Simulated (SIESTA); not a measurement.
Sb:

```
CELL_PARAMETERS angstrom
-1.87134 1.87134 1.87134
1.87134 -1.87134 1.87134
1.87134 1.87134 -1.87134
ATOMIC_POSITIONS crystal
Sb 0.00000 0.00000 0.00000
```

This isn't the form of Sb at room conditions, which is rhombohedral.

```yaml
Program: SIESTA 5.4.2
Task: single point
Functional: PBE
Potentials_or_basis: PseudoDojo 0.4 standard (PBE files)
Basis: DZP (energy shift 0.002 Ry)
Grid_cutoff: 500 Ry
Energy_shift: 0.002 Ry
k_mesh: 10 × 10 × 10
Occupations: fermi-dirac, width 0.05 eV
Spin: no spin polarisation
```

On this cell: pressure 5.9 GPa; band gap on the k mesh none (metal or under the smearing width).

The same run follows on a disturbed copy (cell strained at random at fixed volume):

```
Sb
1.0
    -1.91168    1.89860    1.91097
     1.86645   -1.92422    1.89137
     1.82583    1.83838   -1.93660
Sb
1
Direct
  0.00668 0.00212 0.01774
```

**Question.** What changes?

**Answer.** The energy (extrapolated to zero smearing) moves by +6.0 meV/atom; pressure 5.7 GPa; band gap on the k mesh none (metal or under the smearing width).

Stress tensor (GPa, compression positive):
```
5.47 1.35 0.81
1.35 5.70 0.92
0.81 0.92 5.88
```

Caveats: semicore shells carry a single zeta, which can move pressures by several GPa and volumes by a few percent; the basis of atomic orbitals isn't converged, which shifts pressures, moduli and gaps.
